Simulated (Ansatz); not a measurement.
# Bands, cutoff and cost in G0W0 for InGa3P4 (quasi-random alloy, started on the GaP lattice) (P1)

Aim: see how the G0W0 gap of InGa3P4 (quasi-random alloy, started on the GaP lattice) (P1) on LDA moves with empty bands and screening cutoff, and what each rung costs.

Calculated with Ansatz 0.2.0; G0W0 on LDA, plane waves, PAW; PAW set soft_1.

**1. The structure**

The cell holds 32 atoms: 4 In, 12 Ga and 16 P. Its edges and angles: a = 9.523 Å, b = 9.517 Å, c = 9.526 Å, α = 109.5°, β = 109.5°, γ = 109.5°. It derives from GaP.

The structure was relaxed with LDA. The runs that relaxed it are not among those shown.

**2. 1120 empty bands, screening to 82 eV**

Now the one-shot GW correction: screening in the RPA, then the self-energy of the levels asked for. This step takes PAW set soft_1 files.

input.yaml

```yaml
crystal:
  lattice:
    - [-5.4990106525, 5.497894163, -5.4972628459]
    - [5.493604961, 5.4927249869, 5.4974993613]
    - [5.5012315236, -5.4981306784, -5.4997202324]
  atoms:
    - { symbol: In, position: [0.0019458601, 0.0010485394, 0.0035794482] }
    - { symbol: Ga, position: [0.2507488864, 0.5020914531, 0.2534075112] }
    - { symbol: In, position: [0.4938946373, -0.0056831637, 0.4965860503] }
    - { symbol: In, position: [0.748077928, 0.5021559078, 0.7507287555] }
    - { symbol: Ga, position: [0.7481997899, 0.2526713718, 0.0104032086] }
    - { symbol: Ga, position: [-0.0016940216, 0.7480789034, 0.2546440661] }
    - { symbol: Ga, position: [0.2479048955, 0.2519141024, 0.4996798867] }
    - { symbol: Ga, position: [0.4941599439, 0.7480843229, 0.7497000094] }
    - { symbol: Ga, position: [0.5018625424, 0.5015065561, 0.0037831403] }
    - { symbol: Ga, position: [0.7483323934, -0.0025961675, 0.2462066757] }
    - { symbol: Ga, position: [0.0025737043, 0.5025314244, 0.4967742648] }
    - { symbol: Ga, position: [0.25320592, -0.0016667565, 0.7504794093] }
    - { symbol: Ga, position: [0.2568616695, 0.7521916396, -0.0003422695] }
    - { symbol: Ga, position: [0.5016300935, 0.2519430016, 0.2456523938] }
    - { symbol: Ga, position: [0.7470611316, 0.7431338398, 0.4904966196] }
    - { symbol: In, position: [0.0062866008, 0.2516439798, 0.7503198777] }
    - { symbol: P, position: [-0.0017302411, 0.2635245368, 0.013416691] }
    - { symbol: P, position: [0.2333720999, 0.735138717, 0.2334534135] }
    - { symbol: P, position: [0.4853396895, 0.2482116086, 0.4831495768] }
    - { symbol: P, position: [0.7353946339, 0.7533434159, 0.7351092095] }
    - { symbol: P, position: [0.7493612509, 0.5010228203, 0.0144281468] }
    - { symbol: P, position: [-0.0006991982, -0.00199532, 0.2632306577] }
    - { symbol: P, position: [0.2490575991, 0.501097549, 0.4998139382] }
    - { symbol: P, position: [0.5027561724, 0.0011205473, 0.764151043] }
    - { symbol: P, position: [0.5025745965, 0.7477614367, -0.0004418345] }
    - { symbol: P, position: [0.7521665876, 0.2509465958, 0.2568398712] }
    - { symbol: P, position: [0.0022505556, 0.7505775931, 0.5027353385] }
    - { symbol: P, position: [0.2684932262, 0.2506345293, 0.7521233903] }
    - { symbol: P, position: [0.2630512408, 0.0008513849, -0.000174277] }
    - { symbol: P, position: [0.495445328, 0.4973517572, 0.2461339153] }
    - { symbol: P, position: [0.7488676964, -0.0132224087, 0.486108397] }
    - { symbol: P, position: [0.0132467873, 0.5145862824, 0.7478234751] }
kpoints:
  mp_grid: { grid: [2, 2, 2] }
hamiltonian:
  xc: lda
  pseudopotentials: { kind: paw, azcp: { folder: soft_1 }, xc_functional: pbe }
scf:
  occupations: { method: fixed }
gw:
  n_empty_bands: 1120
  ecut_chi: 82
  qp_bands: [v2, c2]
  qp_kpoints: band_edges
  screening: { model: contour_deformation }
```

The run is started by

```sh
> ansatz run input.yaml --threads 32 --pin off --max-ram 82944MiB --backend cuda --events-out ev --progress --plain --runs-dir out --devices 1 --max-vram 78GiB
```

Numbers of over 12 decimals in the logs are rounded to 6 here.

The program printed:

```text
GPUs: using 1 of 1 available (devices: 1).
Engine: ansatz 0.2.0, aarch64-unknown-linux-gnu
Pseudopotentials: kind: paw
Pseudopotential: In, paw, valence charge 13, recommended cutoff 420 eV (normal), soft_1/In.paw.azcp
Pseudopotential: Ga, paw, valence charge 13, recommended cutoff 420 eV (normal), soft_1/Ga.paw.azcp
Pseudopotential: P, paw, valence charge 5, recommended cutoff 420 eV (normal), soft_1/P.paw.azcp
Functional definition: SPW92
  exchange = slater_x
  correlation = pw_c
device memory: the entry about to start is reckoned to put 14.1 GiB on a device that reports 157.9 GiB free (of which the cap on the GPU budget leaves the run 78.0 GiB)
GPU FFT provider: cuFFT
GPU libraries: cuBLAS 13.8.1, cuFFT 12.4.0, cuSOLVER 12.3.2
GPU matrix products: emulated (plane waves: as basis.precision tells), large ones in fixed point in workspaces of 1.00 GiB
Crystal: 32 atoms, lattice volume = 664.438 Å³
Basis set: ecut = 420 eV, 12887 PW (Γ)
Bands: 176, of which v1, the nominal top of the filled ones, is band 144 counted from 1 (143 counted from 0)
Symmetry: 1 space group operations
Space group: P1 (ITA 1), of the structure as read, at distance tolerance 8.7e-5 Å
k-points: 8
Non-local potential: In, projectors of the file, l = 0: 2, l = 1: 2, l = 2: 2, l = 3: 1
Non-local potential: Ga, projectors of the file, l = 0: 2, l = 1: 2, l = 2: 3, l = 3: 1
Non-local potential: P, projectors of the file, l = 0: 2, l = 1: 2, l = 2: 1
PAW form: soft (Blöchl's): semilocal exchange-correlation on the pseudo side does not see the compensation charge
PAW frozen core: In, regenerated for the run's functional, and the local potential with it (the file was generated under x = pbe(κ = 0.804, μ = 0.219515), c = pbe(β = 0.066725))
PAW frozen core: Ga, regenerated for the run's functional, and the local potential with it (the file was generated under x = pbe(κ = 0.804, μ = 0.219515), c = pbe(β = 0.066725))
PAW frozen core: P, regenerated for the run's functional, and the local potential with it (the file was generated under x = pbe(κ = 0.804, μ = 0.219515), c = pbe(β = 0.066725))
PAW one-centre angular grid: In, 590 points (default); XC on 64 Gauss nodes
PAW one-centre angular grid: Ga, 590 points (default); XC on 64 Gauss nodes
PAW one-centre angular grid: P, 110 points (default); XC on 64 Gauss nodes
Initial density: superposition of atomic densities (chi_scale 0.1, normalization cell, long waves kept (reshape's long-wave potential 0.03 eV rms))
Initial wavefunctions: pseudopotential atomic-orbital guess
GPU buffer pool allocated for 262144 grid points (all kernels)
GPU transforms: local potential and band sums: pruned to the plane-wave sphere, on 64×64×64
Functional: x = slater, c = lda
SCF iter   1: F=—  HF=-77942.518306 eV  |F-HF|=—  |Δ(HF+E_count)|=         —  Δρ=4.12e-2  dr2=1.10e1  ethr=3.10e-3  ⟨swp⟩=6.0  Hψ=4887  notcnv=0  defer=229
preconditioner: auto → Resta (q_TF=auto, 2.373 Å⁻¹)  ε∞=4.2  [insulator: Δε(μ)=1.619 eV  Ē_g=13.681 eV  n_scr=140 (ndim 8)  ℏωp=24.4 eV  f_vac=0.000  ε∞_Penn≈4.2]
SCF iter   2: F=—  HF=-77939.949145 eV  |F-HF|=—  |Δ(HF+E_count)|=    2.57e0  Δρ=2.37e-2  dr2=3.01e0  ethr=3.10e-3  ⟨swp⟩=2.0  Hψ=1929  notcnv=0  defer=216
SCF iter   3: F=—  HF=-77939.319212 eV  |F-HF|=—  |Δ(HF+E_count)|=   6.30e-1  Δρ=5.26e-3  dr2=1.82e-1  ethr=1.04e-3  ⟨swp⟩=3.0  Hψ=2385  notcnv=0  defer=238
SCF iter   4: F=—  HF=-77939.156444 eV  |F-HF|=—  |Δ(HF+E_count)|=   1.63e-1  Δρ=2.11e-3  dr2=3.76e-2  ethr=6.31e-5  ⟨swp⟩=2.5  Hψ=2374  notcnv=0  defer=238
SCF iter   5: F=—  HF=-77939.147171 eV  |F-HF|=—  |Δ(HF+E_count)|=   9.27e-3  Δρ=7.80e-4  dr2=4.75e-3  ethr=1.31e-5  ⟨swp⟩=2.1  Hψ=2368  notcnv=0  defer=240
SCF iter   6: F=—  HF=-77939.148713 eV  |F-HF|=—  |Δ(HF+E_count)|=   1.54e-3  Δρ=2.50e-4  dr2=3.77e-4  ethr=1.65e-6  ⟨swp⟩=3.0  Hψ=2367  notcnv=0  defer=240
SCF iter   7: F=—  HF=-77939.148688 eV  |F-HF|=—  |Δ(HF+E_count)|=   2.55e-5  Δρ=3.40e-5  dr2=5.88e-6  ethr=1.31e-7  ⟨swp⟩=2.0  Hψ=1871  notcnv=0  defer=238
SCF iter   8: F=—  HF=-77939.148695 eV  |F-HF|=—  |Δ(HF+E_count)|=   7.80e-6  Δρ=1.27e-5  dr2=8.86e-7  ethr=2.04e-9  ⟨swp⟩=2.9  Hψ=2619  notcnv=0  defer=238
SCF iter   9: F=—  HF=-77939.148696 eV  |F-HF|=—  |Δ(HF+E_count)|=   8.63e-7  Δρ=8.26e-6  dr2=3.49e-7  ethr=3.08e-10  ⟨swp⟩=2.0  Hψ=2351  notcnv=0  defer=238
SCF iter  10: F=-77939.148696 eV  HF=-77939.148696 eV  |F-HF|=7.55e-8  |Δ(HF+E_count)|=   2.30e-7  Δρ=2.68e-6  dr2=3.86e-8  ethr=3.47e-11  ⟨swp⟩=12.8  Hψ=8257  notcnv=0
SCF 1 converged in 10 iterations: F = -77939.148696 eV  dr2 = 3.86e-8
  greatest PAW one-centre occupation: 0.995 electrons in one spin orbital (limit 2), on the Ga atom at site 1 (counted from 0), in its partial waves of l = 2
device memory: the entry about to start is reckoned to put 16.4 GiB (of the 17.7 GiB reckoned in all, the device holds 1.3 GiB already) on a device that reports 156.6 GiB free (of which the cap on the GPU budget leaves the run 76.7 GiB)
NSCF: frozen V_eff on 8 k-points
the band table was solved once the SCF had ended and its energy, with any forces and stress, was formed, with the checks that follow a solve (5528 applications of the Hamiltonian). They found nothing against the state; the energy, forces and stress were not computed again (output.eigenvalues in the input reference)
device memory: the entry about to start is reckoned to put 37.2 GiB on a device that reports 157.9 GiB free (of which the cap on the GPU budget leaves the run 78.0 GiB)
NSCF: frozen V_eff on 8 k-points
G₀W₀ screening: q 1/8
[... further progress lines ...]
SCF converged after 10 iterations
Free energy (F): -77939.148696 eV
Harris-Foulkes:  -77939.148696 eV  (|F-HF|=7.55e-8)
Internal energy: -77939.148696 eV  (E = F + TS)
E sigma→0 (E₀):  -77939.148696 eV
Fermi energy:    7.278619 eV
--- Per-component energies (eV) ---
  E_band       = -900.872612
  E_kinetic    = 3342.655978
  E_local      = -25311.480587  (includes V_loc(G=0)·N_el)
  E_nonlocal   = 768.074469
  E_hartree    = 14254.585368
  E_xc         = -2487.634048
  E_vxc        = -2029.785255  (∫ρ·V_xc dr)
  E_paw        = -47738.844360  (= ΣΔE_a)
  E_vpaw       = -6179.495690  (= ΣTr[D̂ρ^β])
  E_aug_tail   = -0.002453  (compensation charges beyond the density's cutoff)
  E_ewald      = -20790.260603
  E_core_change = 23.757540  (= ΣΔE_core)
  E_smearing   = -0.000000  (= −TS)
  E_closure    = -0.000000  (closes the sum)
  Σ components = -77939.148696   (vs F -77939.148696, Δ=0.00e0)
--- Band table (eV; the first three rows and the last of 8) ---
[... rows of the band table ...]
--- G₀W₀: contour deformation, 6 samples at zero and on the imaginary axis and 1 off it, 8 q-points, 1120 empty bands' worth ---
  eigenvalues of the whole cell's RPA ε∞ on this k-mesh (on a slab, of 1 + 4πα/V) = 12.8685, 12.9395, 13.0054; static W/v taken at q = 0 is 0.077294
  gw.qp_kpoints: band_edges: 8 of 8 stored k-points solved, in 1 pass; an edge of the gap read off the rows below is read off those points alone
    ik  band        ε_KS         Σx   Σc(E_QP)       V_xc       Z   E_QP_lin       E_QP  E_QP is
     0   143      7.2466   -17.1298     1.3152   -15.6482  0.7595     7.0797     7.0802  root
     0   144      7.2786   -17.1319     1.3182   -15.6492  0.7593     7.1136     7.1140  root
     0   145      8.6401    -9.6445    -3.9026   -14.1892  0.7758     9.2902     9.2821  root
     0   146      8.6638    -7.6150    -3.7487   -11.7388  0.7836     9.0414     9.0389  root
     1   143      6.8887   -17.0112     1.4253   -15.4039  0.7581     6.7062     6.7067  root
     1   144      7.0486   -16.9825     1.3786   -15.4372  0.7584     6.8814     6.8818  root
     1   145      9.1204    -7.5831    -3.8826   -11.8874  0.7795     9.5454     9.5421  root
     1   146      9.4209    -7.6599    -3.9075   -11.9960  0.7800     9.8530     9.8496  root
     2   143      6.9051   -17.0023     1.4180   -15.4045  0.7582     6.7247     6.7252  root
     2   144      7.0280   -16.9869     1.3823   -15.4359  0.7585     6.8589     6.8593  root
     2   145      9.1357    -7.6140    -3.8840   -11.9226  0.7794     9.5637     9.5604  root
     2   146      9.3498    -7.6311    -3.9059   -11.9603  0.7802     9.7764     9.7731  root
     3   143      6.9095   -17.0044     1.4179   -15.4069  0.7582     6.7294     6.7299  root
     3   144      7.0277   -16.9886     1.3859   -15.4337  0.7584     6.8582     6.8587  root
     3   145      9.1513    -7.6034    -3.8845   -11.9124  0.7794     9.5792     9.5758  root
     3   146      9.3641    -7.6695    -3.9059   -12.0044  0.7799     9.7965     9.7931  root
     4   143      6.9127   -17.0090     1.4187   -15.4106  0.7582     6.7325     6.7330  root
     4   144      7.0250   -16.9860     1.3853   -15.4319  0.7584     6.8557     6.8562  root
     4   145      9.1473    -7.6324    -3.8854   -11.9443  0.7793     9.5772     9.5738  root
     4   146      9.3640    -7.6397    -3.9026   -11.9691  0.7800     9.7942     9.7908  root
     5   143      6.8406   -17.0240     1.4412   -15.3962  0.7580     6.6534     6.6539  root
     5   144      7.1243   -16.9645     1.3635   -15.4396  0.7584     6.9625     6.9629  root
     5   145      9.0401    -7.5552    -3.8750   -11.8489  0.7793     9.4620     9.4588  root
     5   146      9.4511    -7.8214    -3.9359   -12.2129  0.7784     9.9107     9.9068  root
     6   143      6.9571   -16.9970     1.4023   -15.4199  0.7583     6.7818     6.7822  root
     6   144      6.9622   -16.9982     1.4013   -15.4225  0.7583     6.7874     6.7879  root
     6   145      9.2691    -7.5718    -3.8913   -11.8790  0.7804     9.6882     9.6850  root
     6   146      9.2778    -7.5698    -3.8958   -11.8824  0.7804     9.6978     9.6945  root
     7   143      6.2731   -16.5340     1.6471   -14.6809  0.7541     6.0663     6.0671  root
     7   144      6.3866   -16.5036     1.6280   -14.6736  0.7542     6.1840     6.1847  root
     7   145      8.5911    -9.3309    -3.7851   -13.7295  0.7769     9.2117     9.2045  root
     7   146      8.6460    -9.2360    -3.8004   -13.6399  0.7770     9.2563     9.2494  root
```

Wall time 34 s (1 × NVIDIA GB200 (shared by 2 runs) with 32 threads of Arm Neoverse V2, shared host); peak memory 5.2 GiB; 1.8 min of CPU time.

Reading the cycles: dr2 is the Hartree energy of the density residual (eV), the measure of convergence; HF is the Harris–Foulkes estimate of the energy, which meets the free energy F at convergence.

This step gave:

```yaml
bands_summed: 1264
rpa_eps_infinity_on_this_mesh_eigenvalues: 12.87, 12.94, 13.01
plane_waves_in_the_screening_matrix: 1061
q_points_in_the_mesh: 8
g0w0_gap_on_the_mesh: 1.925 eV
k_of_the_valence_top: 0, 0, 0
k_of_the_conduction_bottom: 0, 0, 0
starting_gap_on_the_mesh: 1.312 eV
z_at_the_valence_top: 0.7593
z_at_the_conduction_bottom: 0.7836
least_direct_g0w0_gap_on_the_computed_points: 1.925 eV
```

The gap on the mesh goes from 1.31 eV to 1.92 eV, a correction of +0.61 eV, though a band edge has moved to another state.

**3. 2771 empty bands, screening to 150 eV**

Bands and screening cutoff are moved together, since each hides the error of the other.

Changes to input.yaml since step 2:

```diff
@@ -46,4 +46,4 @@
 gw:
-  n_empty_bands: 1120
-  ecut_chi: 82
+  n_empty_bands: 2771
+  ecut_chi: 150.0
   qp_bands: [v2, c2]
```

The program printed:

```text
GPUs: using 1 of 1 available (devices: 1).
[...]
GPU FFT provider: cuFFT
GPU libraries: cuBLAS 13.8.1, cuFFT 12.4.0, cuSOLVER 12.3.2
[...]
Crystal: 32 atoms, lattice volume = 664.438 Å³
Basis set: ecut = 420 eV, 12887 PW (Γ)
Bands: 176, of which v1, the nominal top of the filled ones, is band 144 counted from 1 (143 counted from 0)
Symmetry: 1 space group operations
[...]
k-points: 8
[...]
GPU buffer pool allocated for 262144 grid points (all kernels)
[...]
SCF iter   1: F=—  HF=-77942.518306 eV  |F-HF|=—  |Δ(HF+E_count)|=         —  Δρ=4.12e-2  dr2=1.10e1  ethr=3.10e-3  ⟨swp⟩=6.0  Hψ=4887  notcnv=0  defer=229
[...]
SCF iter  10: F=-77939.148696 eV  HF=-77939.148696 eV  |F-HF|=7.55e-8  |Δ(HF+E_count)|=   2.30e-7  Δρ=2.68e-6  dr2=3.86e-8  ethr=3.47e-11  ⟨swp⟩=12.8  Hψ=8257  notcnv=0
SCF 1 converged in 10 iterations: F = -77939.148696 eV  dr2 = 3.86e-8
[...]
NSCF: frozen V_eff on 8 k-points
[...]
G₀W₀ screening: q 1/8
[... further progress lines ...]
SCF converged after 10 iterations
Free energy (F): -77939.148696 eV
[...]
Internal energy: -77939.148696 eV  (E = F + TS)
E sigma→0 (E₀):  -77939.148696 eV
Fermi energy:    7.278619 eV
[...]
--- Band table (eV; the first three rows and the last of 8) ---
[... rows of the band table ...]
[...]
0   143      7.2466   -17.1298     1.0777   -15.6482  0.7576     6.8399     6.8426  root
     0   144      7.2786   -17.1319     1.0791   -15.6492  0.7574     6.8723     6.8750  root
     0   145      8.6401    -9.6445    -4.1290   -14.1892  0.7747     9.0588     9.0558  root
     0   146      8.6638    -7.6150    -3.8894   -11.7388  0.7830     8.8991     8.8982  root
     1   143      6.8887   -17.0112     1.1899   -15.4039  0.7564     6.4684     6.4714  root
     1   144      7.0486   -16.9825     1.1388   -15.4372  0.7565     6.6393     6.6421  root
     1   145      9.1204    -7.5831    -4.0275   -11.8874  0.7788     9.3985     9.3972  root
     1   146      9.4209    -7.6599    -4.0602   -11.9960  0.7793     9.6982     9.6968  root
[...]
7   143      6.2731   -16.5340     1.4195   -14.6809  0.7525     5.8359     5.8395  root
     7   144      6.3866   -16.5036     1.3999   -14.6736  0.7526     5.9531     5.9566  root
     7   145      8.5911    -9.3309    -3.9962   -13.7295  0.7760     8.9962     8.9935  root
     7   146      8.6460    -9.2360    -4.0097   -13.6399  0.7761     9.0427     9.0402  root
```

It took 2.1 min on 1 × NVIDIA GB200 (shared by 2 runs) with 32 threads; peak memory 16 GiB.

Numbers from this step:

```
bands summed                                 : 2915
RPA ε∞ on this mesh (eigenvalues)            : 12.86, 12.93, 12.99
plane waves in the screening matrix          : 2779
q-points in the mesh                         : 8
G0W0 gap on the mesh                         : 2.023 eV
k of the valence top                         : 0, 0, 0
k of the conduction bottom                   : 0, 0, 0
starting gap on the mesh                     : 1.312 eV
Z at the valence top                         : 0.7574
Z at the conduction bottom                   : 0.7830
least direct G0W0 gap on the computed points : 2.023 eV
```

Against the run with 2×2×2 mesh, 1120 empty bands, screening to 82 eV, PAW set soft_1 files, the gap moves by +0.10 eV.

**4. Side by side**

Times are wall times on 1 × NVIDIA GB200 (shared by 2 runs) with 32 threads of Arm Neoverse V2, shared host, good to a factor of about two.

```tsv
mesh	files	frequency	bands summed	cutoff (eV)	start (eV)	G0W0 (eV)	time	host memory (GiB)
2×2×2	PAW set soft_1	contour deformation	1264	82	1.312	1.925	34 s	5.2
2×2×2	PAW set soft_1	contour deformation	2915	150	1.312	2.023	2.1 min	16
```

The parts of the quasiparticle energy at the two band edges (eV; QP = start + Σx + Σc − Vxc):

```tsv
run	edge	start	Σx	Σc	Vxc	Z	QP
1264 bands	valence top	7.28	-17.13	1.32	-15.65	0.76	7.11
1264 bands	conduction bottom	8.66	-7.62	-3.75	-11.74	0.78	9.04
2915 bands	valence top	7.28	-17.13	1.08	-15.65	0.76	6.88
2915 bands	conduction bottom	8.66	-7.62	-3.89	-11.74	0.78	8.90
```

 Where G0W0 reorders the edges (1264 bands and 2915 bands), the two states listed lie further apart at the start than the starting gap.

**5. Results**

```yaml
1264_bands_82_ev: 1.925 eV
2915_bands_150_ev: 2.023 eV
mesh_and_start: 2×2×2, LDA
```

What this shows: From 1264 to 2915 bands the gap moves by +0.10 eV while the time grows 3.6-fold. Σc changes by −0.24 eV at the valence top and −0.14 eV at the conduction bottom, so the levels themselves move more than the gap between them. The states at the edges change along the series or lie close to crossing, so no limit is drawn from it. The many-body steps are scalar-relativistic: spin-orbit coupling is not in them.

[Paths, hosts, dates, memory and timing lines, banners, echoed tables and standing remarks are left out of the program output.]

[Logs are printed without paths, hosts, clocks, repeated set-up lines and the standing remarks that a program may print on its own settings, such as how far it seeks lower states.]

[Runs of the session that timed out or met a known fault of the program may be left out.]

[Cells called generated may have been cut or substituted from an entry of the Crystallography Open Database or the Materials Project.]

[Hosts, paths, dates, database ids (printed as entryN), source tags and the programs' standing remarks are cut or masked in the printed files.]
